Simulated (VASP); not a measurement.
# Ru (P6/mmm) in VASP: notebook

One crystal, Ru, is run at these levels: PBE; tasks: relaxation of cell and atoms, single point.

All numbers are computed with VASP 6.6.1; they aren't measurements. Logs are shortened: lines on timing, memory, paths and dates and some standing lists are left out, and cuts for length are marked.

## (1) The crystal as given

The structure is hexagonal, space group P6/mmm (No. 191). Conventional cell: a = 4.464 Å, b = 4.464 Å, c = 2.737 Å, α = 90.00°, β = 90.00°, γ = 120.00°. Ru (site symmetry 6/mmm) is surrounded by 14 Ru at 2.74 to 2.92 Å. Ru (site symmetry -6m2) has 11 Ru at 2.58 to 2.92 Å as nearest neighbours.

The cell was built by a generator and needn't be a form met in nature.

## (2) Relaxation of cell and atoms, PBE

Input file INCAR:

```
SYSTEM = Ru
ALGO = Fast
EDIFF = 1E-6
EDIFFG = -0.04
ENCUT = 600
GGA = PE
IBRION = 2
ISIF = 3
ISMEAR = 0
LASPH = .TRUE.
LCHARG = .FALSE.
LREAL = .FALSE.
LWAVE = .FALSE.
NELM = 100
NSW = 90
PREC = Accurate
SIGMA = 0.1
```

Input file KPOINTS:

```
k-points
0
G
  6 6 6
  0 0 0
```

Input file POSCAR:

```
Ru
1.0
    4.4642422224      0.0000000000      0.0000000000
   -2.2321211112      3.8661471732      0.0000000000
    0.0000000000      0.0000000000      2.7367745798
Ru
3
Direct
    0.0000000000      0.0000000000      0.0000000000
    0.3333333333      0.6666666667      0.5000000000
    0.6666666667      0.3333333333      0.5000000000
```

Potentials or basis: VASP PAW PBE potentials, release 64 (Ru_pv).

On the command line:

```sh
$ cat potpaw_PBE.64/Ru_pv/POTCAR > POTCAR
$ mpirun -np 1 vasp_std > vasp.out
```

OUTCAR:

```text
SYSTEM = Ru
   EDIFF = 1E-6
   EDIFFG = -0.04
   ENCUT = 600
   GGA = PE
   IBRION = 2
   ISIF = 3
   ISMEAR = 0
   LASPH = .TRUE.
   LREAL = .FALSE.
   NELM = 100
   NSW = 90
   PREC = Accurate

 ion  position               nearest neighbor table
   1  0.000  0.000  0.000-   2 2.92   3 2.92   2 2.92   3 2.92   2 2.92   2 2.92   3 2.92   3 2.92
                             3 2.92   3 2.92   2 2.92   2 2.92
   2  0.333  0.667  0.500-   3 2.58   3 2.58   3 2.58   1 2.92   1 2.92   1 2.92   1 2.92   1 2.92
                             1 2.92
   3  0.667  0.333  0.500-   2 2.58   2 2.58   2 2.58   1 2.92   1 2.92   1 2.92   1 2.92   1 2.92
                             1 2.92

  LATTYP: Found a hexagonal cell.
 ALAT       =     4.4642422224
 C/A-ratio  =     0.6130434783

  Lattice vectors:

 A1 = (   4.4642422224,   0.0000000000,   0.0000000000)
 A2 = (  -2.2321211112,   3.8661471732,   0.0000000000)
 A3 = (   0.0000000000,   0.0000000000,   2.7367745798)

Analysis of symmetry for initial positions (statically):
=====================================================================
 Subroutine PRICEL returns:
 Original cell was already a primitive cell.

 Routine SETGRP: Setting up the symmetry group for a
 hexagonal supercell.

 Subroutine GETGRP returns: Found 24 space group operations
 (whereof 24 operations were pure point group operations)
 out of a pool of 24 trial point group operations.

The static configuration has the point symmetry D_6h.

Analysis of symmetry for dynamics (positions and initial velocities):
=====================================================================
 Subroutine PRICEL returns:
 Original cell was already a primitive cell.

 Routine SETGRP: Setting up the symmetry group for a
 hexagonal supercell.

 Subroutine GETGRP returns: Found 24 space group operations
 (whereof 24 operations were pure point group operations)
 out of a pool of 24 trial point group operations.

The dynamic configuration has the point symmetry D_6h.

 Subroutine INISYM returns: Found 24 space group operations
 (whereof 24 operations are pure point group operations),
 and found     1 'primitive' translations

----------------------------------------------------------------------------------------

                                     Primitive cell

  volume of cell :      47.2351

  direct lattice vectors                    reciprocal lattice vectors
     4.464242222  0.000000000  0.000000000     0.224002182  0.129327720  0.000000000
    -2.232121111  3.866147173  0.000000000     0.000000000  0.258655440  0.000000000
     0.000000000  0.000000000  2.736774580     0.000000000  0.000000000  0.365393631

  length of vectors
     4.464242222  4.464242222  2.736774580     0.258655440  0.258655440  0.365393631

  position of ions in fractional coordinates (direct lattice)
     0.000000000  0.000000000  0.000000000
     0.333333333  0.666666667  0.500000000
     0.666666667  0.333333333  0.500000000

  ion indices of the primitive-cell ions
   primitive index   ion index
                 1           1
                 2           2
                 3           3

----------------------------------------------------------------------------------------

 KPOINTS: k-points

Automatic generation of k-mesh.
 Grid dimensions read from file:
 generate k-points for:    6    6    6

 Generating k-lattice:

  Cartesian coordinates                     Fractional coordinates (reciprocal lattice)
     0.037333697  0.021554620  0.000000000     0.166666667 -0.000000000  0.000000000
     0.000000000  0.043109240  0.000000000     0.000000000  0.166666667  0.000000000
     0.000000000  0.000000000  0.060898938     0.000000000  0.000000000  0.166666667

  Length of vectors
     0.043109240  0.043109240  0.060898938

  Shift w.r.t. Gamma in fractional coordinates (k-lattice)
     0.000000000  0.000000000  0.000000000

 Subroutine IBZKPT returns following result:
 ===========================================

 Found     28 irreducible k-points:

 Following reciprocal coordinates:
            Coordinates               Weight
  0.000000  0.000000  0.000000      1.000000
  0.166667  0.000000  0.000000      6.000000
  0.333333  0.000000  0.000000      6.000000
  0.500000  0.000000  0.000000      3.000000
  0.166667  0.166667  0.000000      6.000000
  0.333333  0.166667  0.000000     12.000000
[... 16 lines left out ...]
  0.166667  0.000000  0.500000      6.000000
  0.333333  0.000000  0.500000      6.000000
 [... further k-points ...]
   k-points           NKPTS =     28   k-points in BZ     NKDIM =     28   number of bands    NBANDS=     25
   number of dos      NEDOS =    301   number of ions     NIONS =      3
   total plane-waves  NPLWV =  31104
   dimension x,y,z NGX =    36 NGY =   36 NGZ =   24
   dimension x,y,z NGXF=    72 NGYF=   72 NGZF=   48
   ions per type =               3
   NGX,Y,Z   is equivalent  to a cutoff of  13.41, 13.41, 14.58 a.u.
   NGXF,Y,Z  is equivalent  to a cutoff of  26.81, 26.81, 29.16 a.u.
 SYSTEM =  Ru
   PREC   = accura    normal or accurate (medium, high low for compatibility)
   ISTART =      0    job   : 0-new  1-cont  2-samecut
   ICHARG =      2    charge: 1-file 2-atom 10-const
   ISPIN  =      1    spin polarized calculation?
   LNONCOLLINEAR =      F non collinear calculations
   LSORBIT =      F    spin-orbit coupling
   LASPH  =      T    aspherical Exc in radial PAW
   ENCUT  =  600.0 eV  44.10 Ry    6.64 a.u.   8.92  8.92  5.47*2*pi/ulx,y,z
   NELM   =    100;   NELMIN=  2; NELMDL= -5     # of ELM steps
   EDIFF  = 0.1E-05   stopping-criterion for ELM
   LREAL  =      F    real-space projection
   EDIFFG = -.4E-01   stopping-criterion for IOM
   NSW    =     90    number of steps for IOM
   IBRION =      2    ionic relax: 0-MD 1-quasi-New 2-CG
   NFREE  =      1    steps in history (QN), initial steepest desc. (CG)
   ISIF   =      3    stress and relaxation
   ISYM   =      2    0-nonsym 1-usesym 2-fastsym
   POTIM  = 0.5000    time-step for ionic-motion
   TEBEG  =    0.0;   TEEND  =   0.0 temperature during run
   PSTRESS=    0.0 pullay stress
   NELECT =      42.0000    total number of electrons
   NUPDOWN=      -1.0000    fix difference up-down
   EMIN   =  10.00;   EMAX   =-10.00  energy-range for DOS
   EFERMI =   0.00;   METHOD = LEGACY
   ISMEAR =     0;   SIGMA  =   0.10  broadening in eV -4-tet -1-fermi 0-gaus
   EFERMI_NEDOS =   21; number of points for ismear=-14 and -15
   IALGO  =     68    algorithm
   IMIX   =      4    mixing-type and parameters
     AMIX     =   0.40;   BMIX     =  1.00
     AMIX_MAG =   1.60;   BMIX_MAG =  1.00
  volume/ion in A,a.u.               =      15.75       106.25
  Fermi-wavevector in a.u.,A,eV,Ry     =   1.574235  2.974873 33.718170  2.478216
  Thomas-Fermi vector in A             =   2.675400
   LORBIT       =      0    0 simple, 1 ext, 2 COOP (PROOUT), +10 PAW based schemes
   GGA     = PE    functional components
   LHFCALC =     F    Hartree Fock is set to
   AEXX    =    0.0000 exact exchange contribution
   IVDW    =     0    specifies the selected vdW correction
   LEPSILON=     F    determine dielectric tensor
   LRPA    =     F    only Hartree local field effects (RPA)
 conjugate gradient relaxation of ions
 non-spin polarized calculation
 RMM-DIIS sequential band-by-band and
 Gauss-broadening in eV      SIGMA  =   0.10
  energy-cutoff  :      600.00
  volume of cell :       47.24
 maximum number of plane-waves:      1593
 NGX is ok and might be reduce to    36
   NGX = 17   NGY = 17   NGZ = 11

--------------------------------------- Ionic step        1  -------------------------------------------

 number of electron      42.0000009 magnetization

 Free energy of the ion-electron system (eV)
  ---------------------------------------------------
  ext. energy  EPLUGINS =         0.00000000
  ---------------------------------------------------
  free energy    TOTEN  =       -26.40955886 eV

  energy without entropy =      -26.38303798  energy(sigma->0) =      -26.39629842

------------------------ aborting loop because EDIFF is reached ----------------------------------------

  FORCE on cell =-STRESS in cart. coord.  units (eV):
  Direction    XX          YY          ZZ          XY          YZ          ZX
  --------------------------------------------------------------------------------------
  -------------------------------------------------------------------------------------
  Total       -8.2040367     -8.2040367     -5.4399886      0.0000000      0.0000000      0.0000000
  in kB     -278.2742457   -278.2742457   -184.5199852      0.0000000      0.0000000      0.0000000
  external PRESSURE =    -247.0228255 kB  Pullay stress =       0.0000000 kB
[... 170 lines left out ...]
  energy  without entropy=      -26.8225464538  energy(sigma->0) =      -26.83573930

--------------------------------------- Ionic step        6  -------------------------------------------

 number of electron      42.0000002 magnetization

 Free energy of the ion-electron system (eV)
  ---------------------------------------------------
  ext. energy  EPLUGINS =         0.00000000
  ---------------------------------------------------
  free energy    TOTEN  =       -26.85303605 eV

  energy without entropy =      -26.82592490  energy(sigma->0) =      -26.83948047

 E-fermi :  12.3347     XC(G=0): -13.8553

 val. band max:       12.3301855256   @ k =   0.1667   0.1667   0.3333
 cond. band min:      12.3561601997   @ k =   0.5000   0.0000   0.1667
 fundamental gap:      0.0259746741
 Fermi energy:        12.3346626649

 k-point     1 :       0.0000    0.0000    0.0000
  band No.  band energies     occupation
      1     -31.2510      2.00000
      2     -31.2510      2.00000
      3     -30.8497      2.00000
      4     -30.8497      2.00000
      5     -30.6300      2.00000
      6     -30.3826      2.00000
[... 661 lines left out ...]
     24      14.3937      0.00000
     25      15.2974      0.00000

 [... further k-points ...]

------------------------ aborting loop because EDIFF is reached ----------------------------------------

  FORCE on cell =-STRESS in cart. coord.  units (eV):
  Direction    XX          YY          ZZ          XY          YZ          ZX
  --------------------------------------------------------------------------------------
  -------------------------------------------------------------------------------------
  Total        0.0872809      0.0872809     -0.0917378      0.0000000      0.0000000      0.0000000
  in kB        3.2994423      3.2994423     -3.4679250      0.0000000      0.0000000      0.0000000
  external PRESSURE =       1.0436532 kB  Pullay stress =       0.0000000 kB
[... 18 lines left out ...]
  FREE ENERGIE OF THE ION-ELECTRON SYSTEM (eV)
  ---------------------------------------------------
  free  energy   TOTEN  =       -26.8530360455 eV

  energy  without entropy=      -26.8259248952  energy(sigma->0) =      -26.83948047

 reached required accuracy - stopping structural energy minimisation
```

Wall time 2.5 min (1 thread of AMD EPYC 9R45 (Zen 5), shared host); peak memory 0.17 GiB.

Results:

* Free energy: -26.8530 eV
* Relaxed volume: 14.13 Å³/atom
* Relaxed cell: a = 4.265 Å, b = 4.265 Å, c = 2.691 Å, α = 90.00°, β = 90.00°, γ = 120.00°
* Space group after relaxing (to 0.05 Å): P6/mmm (No. 191)
* Energy gained by relaxing: 147.8 meV/atom
* Ionic steps: 6
* Pressure after relaxing: 0.1 GPa
* Band gap on the k mesh: none (metal or under the smearing width)

Step by step:
```csv
step,energy change (eV),largest force (eV/Å),pressure (GPa),volume (Å³)
1,0.0000,0.0000,-24.70,47.24
2,3.1811,0.0000,149.22,32.48
3,-0.4346,0.0000,-2.81,42.77
4,-0.4388,0.0000,-0.85,42.47
5,-0.4394,0.0000,0.49,42.29
6,-0.4435,0.0000,0.10,42.38
```

Final structure:
```xyz
3
Lattice="4.2647 0.0000 0.0000 -2.1323 3.6933 0.0000 0.0000 0.0000 2.6908" Properties=species:S:1:pos:R:3 pbc="T T T"
Ru    0.0000    0.0000    0.0000
Ru    0.0000    2.4622    1.3454
Ru    2.1323    1.2311    1.3454
```

Levels at points of the mesh, in eV from the Fermi level:
| k point | band 19 | band 20 | band 21 | band 22 | band 23 | band 24 |
| --- | --- | --- | --- | --- | --- | --- |
| (0.00, 0.00, 0.00) | -2.08 | -1.46 | -1.46 | -1.35 | -1.35 | 1.59 |
| (0.50, 0.00, 0.00) | -1.21 | -1.13 | 0.38 | 0.72 | 0.75 | 0.77 |
| (0.00, 0.00, 0.50) | -1.92 | 0.64 | 0.64 | 1.30 | 1.30 | 2.30 |
| (0.50, 0.00, 0.50) | -0.78 | -0.55 | 0.29 | 0.93 | 1.19 | 2.02 |

Caveat: the k mesh is coarse (spacing up to 0.38 Å⁻¹), so the values aren't converged.

## (3) Single point, PBE

Input file INCAR:

```
SYSTEM = Ru
PREC = Accurate
ENCUT = 520
EDIFF = 1E-7
ISMEAR = 0
SIGMA = 0.1
LREAL = .FALSE.
LASPH = .TRUE.
NELM = 100
ALGO = Normal
ISIF = 2
LWAVE = .FALSE.
LCHARG = .TRUE.
GGA = PE
LELF = .TRUE.
LVHAR = .TRUE.
NBANDS = 28
```

Input file KPOINTS:

```
regular mesh
0
G
  6 6 6
  0 0 0
```

POSCAR is that of step 2.

Potentials or basis: VASP PAW PBE potentials, release 64 (Ru_pv).

On the command line:

```sh
$ cat potpaw_PBE.64/Ru_pv/POTCAR > POTCAR
$ mpirun -np 1 vasp_std > vasp.out
```

OUTCAR:

```text
SYSTEM = Ru
   PREC = Accurate
   ENCUT = 520
   EDIFF = 1E-7
   ISMEAR = 0
   LREAL = .FALSE.
   LASPH = .TRUE.
   NELM = 100
   ISIF = 2
   GGA = PE

 ion  position               nearest neighbor table
   1  0.000  0.000  0.000-   2 2.92   3 2.92   2 2.92   3 2.92   2 2.92   2 2.92   3 2.92   3 2.92
                             3 2.92   3 2.92   2 2.92   2 2.92
   2  0.333  0.667  0.500-   3 2.58   3 2.58   3 2.58   1 2.92   1 2.92   1 2.92   1 2.92   1 2.92
                             1 2.92
   3  0.667  0.333  0.500-   2 2.58   2 2.58   2 2.58   1 2.92   1 2.92   1 2.92   1 2.92   1 2.92
                             1 2.92

[... 945 lines left out ...]
  --------------------------------------------------------------------------------------
  -------------------------------------------------------------------------------------
  Total       -8.1988192     -8.1988192     -5.4366425      0.0000000      0.0000000      0.0000000
  in kB     -278.0972750   -278.0972750   -184.4064896      0.0000000      0.0000000      0.0000000
  external PRESSURE =    -246.8670132 kB  Pullay stress =       0.0000000 kB

 VOLUME and BASIS-vectors are now :
 -----------------------------------------------------------------------------
  energy-cutoff  :      520.00
  volume of cell :       47.24
      direct lattice vectors                 reciprocal lattice vectors
     4.464242222  0.000000000  0.000000000     0.224002182  0.129327720  0.000000000
    -2.232121111  3.866147173  0.000000000     0.000000000  0.258655440  0.000000000
     0.000000000  0.000000000  2.736774580     0.000000000  0.000000000  0.365393631

 POSITION                                       TOTAL-FORCE (eV/Angst)
 -----------------------------------------------------------------------------------
      0.00000      0.00000      0.00000         0.000000      0.000000     -0.000000
     -0.00000      2.57743      1.36839         0.000000     -0.000000      0.000000
      2.23212      1.28872      1.36839        -0.000000      0.000000     -0.000000
 -----------------------------------------------------------------------------------
    total drift:                                0.000000      0.000000     -0.000000

  FREE ENERGIE OF THE ION-ELECTRON SYSTEM (eV)
  ---------------------------------------------------
  free  energy   TOTEN  =       -26.4095666834 eV

  energy  without entropy=      -26.3830455045  energy(sigma->0) =      -26.39630609
```

It took 27 s on 1 thread of AMD EPYC 9R45 (Zen 5), shared host; peak memory 0.14 GiB.

Results:

- Free energy: -26.4096 eV
- Pressure: -24.7 GPa
- Band gap on the k mesh: none (metal or under the smearing width)

Levels at points of the mesh, in eV from the Fermi level:
```
           k point  band 19  band 20  band 21  band 22  band 23  band 24
(0.00, 0.00, 0.00)    -1.79    -1.03    -1.03    -0.95    -0.95     1.31
(0.50, 0.00, 0.00)    -0.83    -0.77     0.26     0.64     0.68     0.69
(0.00, 0.00, 0.50)    -1.74     0.48     0.48     1.00     1.00     2.04
(0.50, 0.00, 0.50)    -0.68    -0.43     0.25     0.66     1.08     1.73
```

Caveat: the k mesh is coarse (spacing up to 0.38 Å⁻¹), so the values aren't converged; so large a pressure means that the cell lies far from this level's equilibrium, or that cutoff or potentials fall short.

(Continued in part 2 of 2.)
